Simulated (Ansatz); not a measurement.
# BP (F-43m) in Ansatz: further runs

Runs on BP. Level: RPBE. Tasks: single point, equation of state.

All numbers are computed with Ansatz 0.2.0; they aren't measurements. Logs are shortened: lines on timing, memory, paths and dates and some standing lists are left out, and cuts for length are marked.

**What was measured.**

From “Equation of state of single-crystal cubic boron phosphide”, 2014, arxiv:1407.1677, for a bulk crystal of BP at 300 K: bulk modulus 179 ± 1 GPa.

The runs below are set against these values where they give the same quantity.

**1. Starting point**

Symmetry: F-43m, No. 216, cubic system. The conventional cell has a = 4.538 Å, b = 4.538 Å, c = 4.538 Å, α = 90.00°, β = 90.00°, γ = 90.00°. P (site symmetry -43m) has 4 B at 1.97 Å as nearest neighbours. Around B (site symmetry -43m) lie 4 P at 1.97 Å.

**2. Single point, RPBE, 10.98 Å³/atom (volume scaled by 0.94)**

The input, input.yaml:

```yaml
crystal:
  lattice:
    - [0.0, 2.2226808807, 2.2226808807]
    - [2.2226808807, 0.0, 2.2226808807]
    - [2.2226808807, 2.2226808807, 0.0]
  atoms:
    - { symbol: P, position: [0.75, 0.75, 0.75] }
    - { symbol: B, position: [0.0, 0.0, 0.0] }
hamiltonian:
  xc: rpbe
  pseudopotentials: { kind: paw }
kpoints:
  mp_grid: { grid: [10, 10, 10] }
scf:
  occupations: { method: fermi_dirac, width: 0.05 }
output:
  forces: true
  stress: true
  eigenvalues: true
```

Potentials or basis: Ansatz PAW.

The run is started by

```
$ ansatz run input.yaml --threads 2 --pin off --max-ram 5120MiB --backend cpu --events-out ev --progress --plain --runs-dir out
```

Output:

```text
Warning: RAYON_NUM_THREADS=2 ignored (pool sized by the plan → 2); use --threads N
Engine: ansatz 0.2.0, x86_64-unknown-linux-gnu
Pseudopotentials: kind: paw
Pseudopotential: P, paw, valence charge 5, recommended cutoff 420 eV (normal), P.paw.azcp
Pseudopotential: B, paw, valence charge 3, recommended cutoff 420 eV (normal), B.paw.azcp
Functional definition: RPBE
  parameter kappa = 0.804
  parameter beta = 0.06672455060314922
  exchange = rpbe_x(kappa = kappa, mu = beta*pi^2/3)
  correlation = pbe_c(beta = beta)
Crystal: 2 atoms, lattice volume = 21.961 Å³
Basis set: ecut = 420 eV, 411 PW (Γ), exchange–correlation on 48×48×48 points (8 copies of the dense FFT grid, shifted against one another)
Bands: 8, of which v1, the nominal top of the filled ones, is band 4 counted from 1 (3 counted from 0)
Symmetry: 24 space group operations
Space group: F-43m (ITA 216), of the structure as read, at distance tolerance 2.8e-5 Å
k-points: 47 of 1000 (time reversal used)
Non-local potential: P, projectors of the file, l = 0: 2, l = 1: 2, l = 2: 2
Non-local potential: B, projectors of the file, l = 0: 2, l = 1: 2, l = 2: 1
PAW form: soft (Blöchl's): semilocal exchange-correlation on the pseudo side does not see the compensation charge
PAW frozen core: P, regenerated for the run's functional, and the local potential with it (the file was generated under x = pbe(κ = 0.804, μ = 0.2195149727645171), c = pbe(β = 0.06672455060314922))
PAW frozen core: B, regenerated for the run's functional, and the local potential with it (the file was generated under x = pbe(κ = 0.804, μ = 0.2195149727645171), c = pbe(β = 0.06672455060314922))
PAW one-centre angular grid: P, 110 points (default); XC on 64 Gauss nodes
PAW one-centre angular grid: B, 110 points (default); XC on 64 Gauss nodes
Initial density: superposition of atomic densities (neutral atoms: chi_scale 0, normalization atom), corrected by the library's trained network
Initial wavefunctions: pseudopotential atomic-orbital guess
Functional: x = rpbe, c = pbe(β = 0.06672455060314922)
SCF iter   1: F=—  HF=-916.665498 eV  |F-HF|=—  |Δ(HF+E_count)|=         —  Δρ=2.92e-3  dr2=1.25e-3  ethr=1.77e-3  ⟨swp⟩=6.1  Hψ=3463  notcnv=0
preconditioner: auto → none  [insulator: Δε(μ)=1.154 eV  Ē_g=13.305 eV  σ=0.050 eV  W_gap=1.00  n_scr=0 (ndim 8)  ℏωp=22.4 eV  f_vac=0.000  D(μ)=0.00/eV (n_scr^D=0)  ε∞_Penn≈3.8]
SCF iter   2: F=—  HF=-916.665344 eV  |F-HF|=—  |Δ(HF+E_count)|=   1.54e-4  Δρ=1.29e-3  dr2=2.38e-4  ethr=1.56e-5  ⟨swp⟩=2.2  Hψ=918  notcnv=0
SCF iter   3: F=—  HF=-916.665330 eV  |F-HF|=—  |Δ(HF+E_count)|=   1.43e-5  Δρ=4.53e-4  dr2=2.18e-5  ethr=2.97e-6  ⟨swp⟩=2.5  Hψ=574  notcnv=0
SCF iter   4: F=—  HF=-916.665339 eV  |F-HF|=—  |Δ(HF+E_count)|=   9.25e-6  Δρ=1.17e-4  dr2=1.72e-6  ethr=2.73e-7  ⟨swp⟩=2.3  Hψ=571  notcnv=0
SCF iter   5: F=—  HF=-916.665341 eV  |F-HF|=—  |Δ(HF+E_count)|=   1.76e-6  Δρ=2.75e-5  dr2=2.11e-7  ethr=2.15e-8  ⟨swp⟩=2.0  Hψ=559  notcnv=0
SCF iter   6: F=-916.665341 eV  HF=-916.665341 eV  |F-HF|=3.01e-9  |Δ(HF+E_count)|=   5.07e-8  Δρ=4.21e-6  dr2=4.84e-9  ethr=1.25e-9  ⟨swp⟩=5.0  Hψ=1864  notcnv=0
SCF 1 converged in 6 iterations: F = -916.665341 eV  dr2 = 4.84e-9
SCF converged after 6 iterations
Free energy (F): -916.665341 eV
Harris-Foulkes:  -916.665341 eV  (|F-HF|=3.01e-9)
Internal energy: -916.665340 eV  (E = F + TS)
E sigma→0 (E₀):  -916.665341 eV
Entropy (-TS):   -0.000000 eV (-0.000 meV/atom)
Fermi energy:    10.789757 eV
--- Per-component energies (eV) ---
  E_band       = 27.791354
  E_kinetic    = 124.721541
  E_local      = -62.385055  (includes V_loc(G=0)·N_el)
  E_nonlocal   = 44.454760
  E_hartree    = 16.267085
  E_xc         = -96.006843
  E_vxc        = -101.883093  (∫ρ·V_xc dr)
  E_paw        = -652.234741  (= ΣΔE_a)
  E_vpaw       = -9.650824  (= ΣTr[D̂ρ^β])
  E_aug_tail   = 0.000001  (compensation charges beyond the density's cutoff)
  E_ewald      = -291.440962
  E_core_change = -0.041125  (= ΣΔE_core)
  E_smearing   = -0.000000  (= −TS)
  E_closure    = -0.000000  (closes the sum)
  Σ components = -916.665341   (vs F -916.665341, Δ=0.00e0)
--- Forces (eV/Å), atoms counted from 1 ---
  atom   1  P      0.00000000     0.00000000    -0.00000000
  atom   2  B     -0.00000000     0.00000000     0.00000000
  max |Σ_I F_I| component: 4.44e-16 eV/Å
--- Stress (GPa, compression-positive) ---
       15.787063       0.000000       0.000000
        0.000000      15.787063       0.000000
        0.000000       0.000000      15.787063
  P = ⅓ Tr σ = 15.7871 GPa (157.871 kbar)
--- Band table (eV; the first three rows and the last of 47) ---
  k-point 0: bands = ["-5.8201", "10.2254", "10.2254", "10.2254", "13.7280", "13.7280", "13.7280", "18.5943"]
  k-point 1: bands = ["-5.6306", "8.8740", "9.9138", "9.9138", "14.1591", "14.1591", "14.2309", "19.0510"]
  k-point 2: bands = ["-5.0684", "6.4349", "9.3273", "9.3273", "14.5397", "14.9011", "14.9011", "20.0458"]
  k-point 46: bands = ["-0.3249", "1.7803", "4.3464", "4.5144", "14.8494", "15.8210", "18.8143", "19.3164"]
```

Wall time 1.1 s (2 threads of Intel Xeon Platinum 8259CL at 2.50GHz (Skylake/Cascade Lake), shared host); peak memory 0.38 GiB.

Results:

| Item | Value |
| --- | --- |
| Free energy | -916.6653 eV |
| Pressure | 15.8 GPa |
| Band gap on the k mesh | 1.17 eV, indirect (least direct gap 3.50 eV) |

Caveat: the PAW data sets come from PBE, with cores solved anew for the run's functional, which leaves a small shift of forces and pressure.

**3. Single point, RPBE, 11.21 Å³/atom (volume scaled by 0.96)**

input.yaml: that of step 2 with these lines changed.

```diff
@@ -2,5 +2,5 @@
   lattice:
-    - [0.0, 2.2226808807, 2.2226808807]
-    - [2.2226808807, 0.0, 2.2226808807]
-    - [2.2226808807, 2.2226808807, 0.0]
+    - [0.0, 2.2383340787, 2.2383340787]
+    - [2.2383340787, 0.0, 2.2383340787]
+    - [2.2383340787, 2.2383340787, 0.0]
   atoms:
```

Potentials or basis: Ansatz PAW.

The run is started by

```
$ ansatz run input.yaml --threads 2 --pin off --max-ram 5120MiB --backend cpu --events-out ev --progress --plain --runs-dir out
```

It took 1 s on 2 threads of Intel Xeon Platinum 8259CL at 2.50GHz (Skylake/Cascade Lake), shared host; peak memory 0.38 GiB.

It converged, with:

```
Free energy            : -916.7050 eV
Pressure               : 11.5 GPa
Band gap on the k mesh : 1.20 eV, indirect (least direct gap 3.47 eV)
```

Caveat: the PAW data sets come from PBE, with cores solved anew for the run's functional, which leaves a small shift of forces and pressure.

**4. Single point, RPBE, 11.45 Å³/atom (volume scaled by 0.98)**

input.yaml: that of step 3 with these lines changed.

```diff
@@ -2,5 +2,5 @@
   lattice:
-    - [0.0, 2.2383340787, 2.2383340787]
-    - [2.2383340787, 0.0, 2.2383340787]
-    - [2.2383340787, 2.2383340787, 0.0]
+    - [0.0, 2.2537713532, 2.2537713532]
+    - [2.2537713532, 0.0, 2.2537713532]
+    - [2.2537713532, 2.2537713532, 0.0]
   atoms:
```

The run is started by

```
$ ansatz run input.yaml --threads 2 --pin off --max-ram 5120MiB --backend cpu --events-out ev --progress --plain --runs-dir out
```

Wall time 1.1 s (2 threads of Intel Xeon Platinum 8259CL at 2.50GHz (Skylake/Cascade Lake), shared host); peak memory 0.39 GiB.

It converged, with:

```yaml
Free_energy: -916.7326 eV
Pressure: 7.5 GPa
Band_gap_on_the_k_mesh: 1.24 eV, indirect (least direct gap 3.43 eV)
```

Caveat: the PAW data sets come from PBE, with cores solved anew for the run's functional, which leaves a small shift of forces and pressure.

**5. Single point, RPBE, 11.68 Å³/atom**

input.yaml: that of step 4 with these lines changed.

```diff
@@ -2,5 +2,5 @@
   lattice:
-    - [0.0, 2.2537713532, 2.2537713532]
-    - [2.2537713532, 0.0, 2.2537713532]
-    - [2.2537713532, 2.2537713532, 0.0]
+    - [0.0, 2.269, 2.269]
+    - [2.269, 0.0, 2.269]
+    - [2.269, 2.269, 0.0]
   atoms:
```

The run is started by

```
$ ansatz run input.yaml --threads 2 --pin off --max-ram 5120MiB --backend cpu --events-out ev --progress --plain --runs-dir out
```

Wall time 0.98 s (2 threads of Intel Xeon Platinum 8259CL at 2.50GHz (Skylake/Cascade Lake), shared host); peak memory 0.39 GiB.

It converged, with:

```
Free energy            : -916.7493 eV
Pressure               : 4.0 GPa
Band gap on the k mesh : 1.27 eV, indirect (least direct gap 3.40 eV)
```

Caveat: the PAW data sets come from PBE, with cores solved anew for the run's functional, which leaves a small shift of forces and pressure.

**6. Single point, RPBE, 11.92 Å³/atom (volume scaled by 1.02)**

input.yaml: that of step 5 with these lines changed.

```diff
@@ -2,5 +2,5 @@
   lattice:
-    - [0.0, 2.269, 2.269]
-    - [2.269, 0.0, 2.269]
-    - [2.269, 2.269, 0.0]
+    - [0.0, 2.284026928, 2.284026928]
+    - [2.284026928, 0.0, 2.284026928]
+    - [2.284026928, 2.284026928, 0.0]
   atoms:
```

Potentials or basis: Ansatz PAW.

The run is started by

```
$ ansatz run input.yaml --threads 2 --pin off --max-ram 5120MiB --backend cpu --events-out ev --progress --plain --runs-dir out
```

Run time: 1.2 s. Hardware: 2 threads of Intel Xeon Platinum 8259CL at 2.50GHz (Skylake/Cascade Lake), shared host; peak memory 0.39 GiB.

The run converged. Its results:

```yaml
Free_energy: -916.7560 eV
Pressure: 0.7 GPa
Band_gap_on_the_k_mesh: 1.29 eV, indirect (least direct gap 3.38 eV)
```

Caveat: the PAW data sets come from PBE, with cores solved anew for the run's functional, which leaves a small shift of forces and pressure.

**7. Single point, RPBE, 12.15 Å³/atom (volume scaled by 1.04)**

input.yaml: that of step 6 with these lines changed.

```diff
@@ -2,5 +2,5 @@
   lattice:
-    - [0.0, 2.284026928, 2.284026928]
-    - [2.284026928, 0.0, 2.284026928]
-    - [2.284026928, 2.284026928, 0.0]
+    - [0.0, 2.2988586873, 2.2988586873]
+    - [2.2988586873, 0.0, 2.2988586873]
+    - [2.2988586873, 2.2988586873, 0.0]
   atoms:
```

The run is started by

```
$ ansatz run input.yaml --threads 2 --pin off --max-ram 5120MiB --backend cpu --events-out ev --progress --plain --runs-dir out
```

Wall time 1.1 s (2 threads of Intel Xeon Platinum 8259CL at 2.50GHz (Skylake/Cascade Lake), shared host); peak memory 0.39 GiB.

It converged, with:

- Free energy: -916.7537 eV
- Pressure: -2.2 GPa
- Band gap on the k mesh: 1.32 eV, indirect (least direct gap 3.35 eV)

Caveat: the PAW data sets come from PBE, with cores solved anew for the run's functional, which leaves a small shift of forces and pressure.

**8. Single point, RPBE, 12.38 Å³/atom (volume scaled by 1.06)**

input.yaml: that of step 7 with these lines changed.

```diff
@@ -2,5 +2,5 @@
   lattice:
-    - [0.0, 2.2988586873, 2.2988586873]
-    - [2.2988586873, 0.0, 2.2988586873]
-    - [2.2988586873, 2.2988586873, 0.0]
+    - [0.0, 2.3135014941, 2.3135014941]
+    - [2.3135014941, 0.0, 2.3135014941]
+    - [2.3135014941, 2.3135014941, 0.0]
   atoms:
```

The run is started by

```
$ ansatz run input.yaml --threads 2 --pin off --max-ram 5120MiB --backend cpu --events-out ev --progress --plain --runs-dir out
```

Wall time 0.95 s (2 threads of Intel Xeon Platinum 8259CL at 2.50GHz (Skylake/Cascade Lake), shared host); peak memory 0.37 GiB.

Results (log left out):

```yaml
Free_energy: -916.7432 eV
Pressure: -4.9 GPa
Band_gap_on_the_k_mesh: 1.35 eV, indirect (least direct gap 3.33 eV)
```

Caveat: the PAW data sets come from PBE, with cores solved anew for the run's functional, which leaves a small shift of forces and pressure.

**9. Equation of state, RPBE**

Potentials or basis: Ansatz PAW.

No new run: the results of the series are fitted here.

What came out:

* Equilibrium volume: 11.97 Å³/atom
* Bulk modulus: 155 GPa
* Pressure derivative of the bulk modulus: 3.8

Energy against volume, from the lowest point:
| volume (Å³/atom) | energy (meV/atom) |
| --- | --- |
| 10.981 | 45.35 |
| 11.214 | 25.53 |
| 11.448 | 11.72 |
| 11.682 | 3.36 |
| 11.915 | 0.00 |
| 12.149 | 1.15 |
| 12.383 | 6.41 |

Caveat: the potentials were made for another functional, which shifts forces and pressure.

**10. Comparison with measurements**

Step 9. Measured bulk modulus of BP: 179 GPa (300 K; “Equation of state of single-crystal cubic boron phosphide”, 2014, arxiv:1407.1677). This calculation gives 155 GPa (-13.2 %). 3 values of this kind are on record (173 to 179 GPa); this one was drawn at random among those near their median, those with a stated uncertainty first. The fit is for a static lattice scaled at fixed shape and fixed fractional positions.
